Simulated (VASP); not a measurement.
# PtS2 (P-3m1) in VASP: notebook, part 2 of 2

VASP 6.6.1.

## Step 3: Band structure, PBEsol0

File POSCAR:

```
PtS2
1.0
    3.5432000000      0.0000000000      0.0000000000
   -1.7716000000      3.0685012107      0.0000000000
    0.0000000000      0.0000000000      5.0388000000
Pt S
1 2
Direct
    0.0000000000      0.0000000000      0.0000000000
    0.6666666667      0.3333333333      0.7730000000
    0.3333333333      0.6666666667      0.2270000000
```

File INCAR.step1:

```
SYSTEM = PtS2
PREC = Accurate
ENCUT = 520
EDIFF = 1E-5
ISMEAR = -1
SIGMA = 0.05
LREAL = .False.
LASPH = .True.
NELM = 80
ALGO = Normal
ISIF = 2
LWAVE = .True.
LCHARG = .False.
LMAXMIX = 4
NBANDS = 18
GGA = PE
```

File INCAR.step2:

```
SYSTEM = PtS2
PREC = Accurate
ENCUT = 520
EDIFF = 1E-7
ISMEAR = -1
SIGMA = 0.05
LREAL = .False.
LASPH = .True.
NELM = 80
ALGO = Normal
ISIF = 2
LWAVE = .False.
LCHARG = .False.
LMAXMIX = 4
GGA = PS
LHFCALC = .True.
AEXX = 0.25
PRECFOCK = Fast
NBANDS = 18
ISTART = 1
```

File KPOINTS:

```
Automatic mesh
0
Gamma
  5 5 3
  0 0 0
```

File KPOINTS_OPT:

```
path GMKGALHA,LM,KH
10
line-mode
reciprocal
 0.0000000000  0.0000000000  0.0000000000  G
 0.5000000000  0.0000000000  0.0000000000  M

 0.5000000000  0.0000000000  0.0000000000  M
 0.3333333333  0.3333333333  0.0000000000  K

 0.3333333333  0.3333333333  0.0000000000  K
 0.0000000000  0.0000000000  0.0000000000  G

 0.0000000000  0.0000000000  0.0000000000  G
 0.0000000000  0.0000000000  0.5000000000  A

 0.0000000000  0.0000000000  0.5000000000  A
 0.5000000000  0.0000000000  0.5000000000  L

 0.5000000000  0.0000000000  0.5000000000  L
 0.3333333333  0.3333333333  0.5000000000  H

 0.3333333333  0.3333333333  0.5000000000  H
 0.0000000000  0.0000000000  0.5000000000  A

 0.5000000000  0.0000000000  0.5000000000  L
 0.5000000000  0.0000000000  0.0000000000  M

 0.3333333333  0.3333333333  0.0000000000  K
 0.3333333333  0.3333333333  0.5000000000  H
```

Potentials or basis: VASP PAW PBE potentials, release 64 (Pt, S).

Run with:

```console
$ cat potpaw_PBE.64/Pt/POTCAR potpaw_PBE.64/S/POTCAR > POTCAR
$ cp INCAR.step1 INCAR
$ mpirun -np 1 vasp_std > vasp.out
$ cp INCAR.step2 INCAR
$ mpirun -np 1 vasp_std > vasp.out
```

OUTCAR:

```text
SYSTEM = PtS2
   PREC = Accurate
   ENCUT = 520
   EDIFF = 1E-7
   ISMEAR = -1
   LREAL = .False.
   LASPH = .True.
   NELM = 80
   ISIF = 2
   GGA = PS
   LHFCALC = .True.
   AEXX = 0.25
   PRECFOCK = Fast
   ISTART = 1

 ion  position               nearest neighbor table
   1  0.000  0.000  0.000-   2 2.34   3 2.34   2 2.34   3 2.34   2 2.34   3 2.34
   2  0.667  0.333  0.773-   1 2.34   1 2.34   1 2.34
   3  0.333  0.667  0.227-   1 2.34   1 2.34   1 2.34

  LATTYP: Found a hexagonal cell.
 ALAT       =     3.5432000000
 C/A-ratio  =     1.4221043125

  Lattice vectors:

 A1 = (   3.5432000000,   0.0000000000,   0.0000000000)
 A2 = (  -1.7716000000,   3.0685012107,   0.0000000000)
 A3 = (   0.0000000000,   0.0000000000,   5.0388000000)

Analysis of symmetry for initial positions (statically):
=====================================================================
 Subroutine PRICEL returns:
 Original cell was already a primitive cell.

 Routine SETGRP: Setting up the symmetry group for a
 hexagonal supercell.

 Subroutine GETGRP returns: Found 12 space group operations
 (whereof 12 operations were pure point group operations)
 out of a pool of 24 trial point group operations.

The static configuration has the point symmetry D_3d.

Analysis of symmetry for dynamics (positions and initial velocities):
=====================================================================
 Subroutine PRICEL returns:
 Original cell was already a primitive cell.

 Routine SETGRP: Setting up the symmetry group for a
 hexagonal supercell.

 Subroutine GETGRP returns: Found 12 space group operations
 (whereof 12 operations were pure point group operations)
 out of a pool of 24 trial point group operations.

The dynamic configuration has the point symmetry D_3d.

 Subroutine INISYM returns: Found 12 space group operations
 (whereof 12 operations are pure point group operations),
 and found     1 'primitive' translations

----------------------------------------------------------------------------------------

                                     Primitive cell

  volume of cell :      54.7834

  direct lattice vectors                    reciprocal lattice vectors
     3.543200000  0.000000000  0.000000000     0.282230752  0.162946001  0.000000000
    -1.771600000  3.068501211  0.000000000     0.000000000  0.325892001  0.000000000
     0.000000000  0.000000000  5.038800000     0.000000000  0.000000000  0.198459951

  length of vectors
     3.543200000  3.543200000  5.038800000     0.325892001  0.325892001  0.198459951

  position of ions in fractional coordinates (direct lattice)
     0.000000000  0.000000000  0.000000000
     0.666666667  0.333333333  0.773000000
     0.333333333  0.666666667  0.227000000

  ion indices of the primitive-cell ions
   primitive index   ion index
                 1           1
                 2           2
                 3           3

----------------------------------------------------------------------------------------

 KPOINTS: Automatic mesh
[... 32 lines left out ...]
  0.000000  0.200000  0.333333      6.000000
  0.400000  0.000000  0.333333      6.000000
  0.000000  0.400000  0.333333      6.000000
  0.200000  0.200000  0.333333     12.000000
  0.400000  0.200000  0.333333     12.000000
   k-points           NKPTS =     12   k-points in BZ     NKDIM =     75   number of bands    NBANDS=     18
   number of dos      NEDOS =    301   number of ions     NIONS =      3
   total plane-waves  NPLWV =  31360
   dimension x,y,z NGX =    28 NGY =   28 NGZ =   40
   dimension x,y,z NGXF=    56 NGYF=   56 NGZF=   80
   ions per type =               1   2
   NGX,Y,Z   is equivalent  to a cutoff of  13.14, 13.14, 13.20 a.u.
   NGXF,Y,Z  is equivalent  to a cutoff of  26.28, 26.28, 26.39 a.u.
 SYSTEM =  PtS2
   PREC   = accura    normal or accurate (medium, high low for compatibility)
   ISTART =      1    job   : 0-new  1-cont  2-samecut
   ICHARG =      0    charge: 1-file 2-atom 10-const
   ISPIN  =      1    spin polarized calculation?
   LNONCOLLINEAR =      F non collinear calculations
   LSORBIT =      F    spin-orbit coupling
   LASPH  =      T    aspherical Exc in radial PAW
   ENCUT  =  520.0 eV  38.22 Ry    6.18 a.u.   6.59  6.59  9.37*2*pi/ulx,y,z
   NELM   =     80;   NELMIN=  2; NELMDL=  0     # of ELM steps
   EDIFF  = 0.1E-06   stopping-criterion for ELM
   LREAL  =      F    real-space projection
   EDIFFG = 0.1E-05   stopping-criterion for IOM
   NSW    =      0    number of steps for IOM
   IBRION =     -1    ionic relax: 0-MD 1-quasi-New 2-CG
   NFREE  =      0    steps in history (QN), initial steepest desc. (CG)
   ISIF   =      2    stress and relaxation
   ISYM   =      3    0-nonsym 1-usesym 2-fastsym
   POTIM  = 0.5000    time-step for ionic-motion
   TEBEG  =    0.0;   TEEND  =   0.0 temperature during run
   PSTRESS=    0.0 pullay stress
   NELECT =      22.0000    total number of electrons
   NUPDOWN=      -1.0000    fix difference up-down
   EMIN   =  10.00;   EMAX   =-10.00  energy-range for DOS
   EFERMI =   0.00;   METHOD = LEGACY
   ISMEAR =    -1;   SIGMA  =   0.05  broadening in eV -4-tet -1-fermi 0-gaus
   EFERMI_NEDOS =   21; number of points for ismear=-14 and -15
   IALGO  =     38    algorithm
   IMIX   =      1    mixing-type and parameters
     AMIX     =   0.40;   BMIX     =  1.00
     AMIX_MAG =   1.60;   BMIX_MAG =  1.00
  volume/ion in A,a.u.               =      18.26       123.23
  Fermi-wavevector in a.u.,A,eV,Ry     =   1.207812  2.282434 19.848315  1.458810
  Thomas-Fermi vector in A             =   2.343439
   LORBIT       =      0    0 simple, 1 ext, 2 COOP (PROOUT), +10 PAW based schemes
   GGA     = PS    functional components
   LHFCALC =     T    Hartree Fock is set to
   PRECFOCK=fast      Normal, Fast or Accurate (Low or Medium for compatibility)
   ENCUT4O =  -1.0   cutoff for four orbital integrals eV
   NKREDX  =     1    reduce k-point grid by
   NKREDY  =     1    reduce k-point grid by
   NKREDZ  =     1    reduce k-point grid by
   AEXX    =    0.2500 exact exchange contribution
   HFSCREEN=    0.0000 screening length (either q_TF or 0.3 A-1)
   HFSCREENC=   0.0000 screening length for correlation (either q_TF or 0.3 A-1)
   ENCUTFOCK=  -1.0 apply spherical cutoff to Coloumb kernel
   IVDW    =     0    specifies the selected vdW correction
   LEPSILON=     F    determine dielectric tensor
   LRPA    =     F    only Hartree local field effects (RPA)
 non-spin polarized calculation
  energy-cutoff  :      520.00
  volume of cell :       54.78
 maximum number of plane-waves:      1507
 NGX is ok and might be reduce to    28
  NGX = 16; NGY = 16; NGZ = 24

 number of electron      22.0000001 magnetization

 Free energy of the ion-electron system (eV)
  ---------------------------------------------------
  ext. energy  EPLUGINS =         0.00000000
  ---------------------------------------------------
  free energy    TOTEN  =       -21.38465460 eV

  energy without entropy =      -21.38465460  energy(sigma->0) =      -21.38465460

 E-fermi :   6.8526     XC(G=0):  -8.4815

 val. band max:        5.8067846323   @ k =   0.0000   0.0000   0.0000
 cond. band min:       8.3470467965   @ k =   0.2000   0.2000   0.0000
 fundamental gap:      2.5402621642
 Fermi energy:         6.8525529102

 k-point     1 :       0.0000    0.0000    0.0000
  band No.  band energies     occupation
      1     -11.4152      2.00000
      2      -7.8305      2.00000
      3      -2.1166      2.00000
      4      -2.0363      2.00000
      5      -2.0363      2.00000
      6       0.9497      2.00000
[... 229 lines left out ...]
      5      -0.5001      2.00000
      6       0.4054      2.00000
[... 10 lines left out ...]
     17      16.8289      0.00000
     18      17.6738      0.00000

------------------------ aborting loop because EDIFF is reached ----------------------------------------

  FORCE on cell =-STRESS in cart. coord.  units (eV):
  Direction    XX          YY          ZZ          XY          YZ          ZX
  --------------------------------------------------------------------------------------
  -------------------------------------------------------------------------------------
  Total        0.7496466      0.7496466      1.5063460      0.0000000      0.0000000      0.0000000
  in kB       21.9239116     21.9239116     44.0540886      0.0000000      0.0000000      0.0000000
  external PRESSURE =      29.3006373 kB  Pullay stress =       0.0000000 kB

 VOLUME and BASIS-vectors are now :
 -----------------------------------------------------------------------------
  energy-cutoff  :      520.00
  volume of cell :       54.78
      direct lattice vectors                 reciprocal lattice vectors
     3.543200000  0.000000000  0.000000000     0.282230752  0.162946001  0.000000000
    -1.771600000  3.068501211  0.000000000     0.000000000  0.325892001  0.000000000
     0.000000000  0.000000000  5.038800000     0.000000000  0.000000000  0.198459951

 POSITION                                       TOTAL-FORCE (eV/Angst)
 -----------------------------------------------------------------------------------
      0.00000      0.00000      0.00000        -0.000000      0.000000      0.000000
      1.77160      1.02283      3.89499         0.000000      0.000000     -0.699815
     -0.00000      2.04567      1.14381         0.000000     -0.000000      0.699815
 -----------------------------------------------------------------------------------
    total drift:                                0.000000      0.000000      0.000000

  FREE ENERGIE OF THE ION-ELECTRON SYSTEM (eV)
  ---------------------------------------------------
  free  energy   TOTEN  =       -21.3846545952 eV

  energy  without entropy=      -21.3846545951  energy(sigma->0) =      -21.38465460
```

Wall time 35 min (1 thread of Intel Xeon Platinum 8559C (Emerald Rapids), shared host); peak memory 0.2 GiB.

What came out:

```yaml
Free_energy: -21.3847 eV
Pressure: 2.9 GPa
Largest_force: 0.700 eV/Å
```

Forces in eV/Å, atoms in the order of the input:
```
Pt   0.000  0.000  0.000
S    0.000  0.000 -0.700
S    0.000  0.000  0.700
```

Levels at the corners of the path, in eV from the valence-band top:
```csv
point,band 9,band 10,band 11,band 12,band 13,band 14
Γ,-1.52,-1.52,-0.33,3.56,3.56,5.88
M,-3.90,-3.47,-2.90,2.88,4.09,6.84
M,-3.90,-3.47,-2.90,2.88,4.09,6.84
K,-2.99,-2.03,-2.03,2.06,2.06,7.06
K,-2.99,-2.03,-2.03,2.06,2.06,7.06
Γ,-1.52,-1.52,-0.33,3.56,3.56,5.88
Γ,-1.52,-1.52,-0.33,3.56,3.56,5.88
A,-1.48,-1.48,-1.36,4.12,4.12,6.67
A,-1.48,-1.48,-1.36,4.12,4.12,6.67
L,-3.38,-3.29,-1.47,3.20,3.57,6.77
L,-3.38,-3.29,-1.47,3.20,3.57,6.77
H,-3.87,-2.44,-2.44,3.43,3.43,9.00
H,-3.87,-2.44,-2.44,3.43,3.43,9.00
A,-1.48,-1.48,-1.36,4.12,4.12,6.67
L,-3.38,-3.29,-1.47,3.20,3.57,6.77
M,-3.90,-3.47,-2.90,2.88,4.09,6.84
K,-2.99,-2.03,-2.03,2.06,2.06,7.06
H,-3.87,-2.44,-2.44,3.43,3.43,9.00
```

Caveat: an unscreened hybrid on a path of extra k points without a Coulomb cutoff has errors near the mesh points, so the bands along the path aren't reliable; the PAW data sets were made with another functional, which shifts forces and pressure a little; spin-orbit coupling is left out, which moves the levels of the heavy elements.
